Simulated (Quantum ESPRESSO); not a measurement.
The system is NaI.

```
I Na
1.0
     0.00000    3.23640    3.23640
     3.23640    0.00000    3.23640
     3.23640    3.23640    0.00000
I Na
1 1
Direct
  0.50000 0.50000 0.50000
  0.00000 0.00000 0.00000
```

Base run:

* Program: Quantum ESPRESSO 7.5
* Functional: BLYP
* Potentials or basis: GBRV 1.5 PBE
* Cutoff: 612 eV
* Density cutoff: 4898 eV
* k mesh: 6 × 6 × 6, shifted
* Occupations: fermi-dirac, width 0.05 eV
* Spin: no spin polarisation

Its results: pressure 1.4 GPa; electronic dielectric tensor (diagonal) 3.29.

Q: The run is repeated on the same cell with these changes: functional from BLYP to LDA; potentials or basis from GBRV 1.5 PBE to GBRV 1.5 LDA. What comes out?

A: Pressure -1.6 GPa; electronic dielectric tensor (diagonal) 3.46.

Caveats: the potentials were made for another functional, which shifts forces and pressure (some runs).
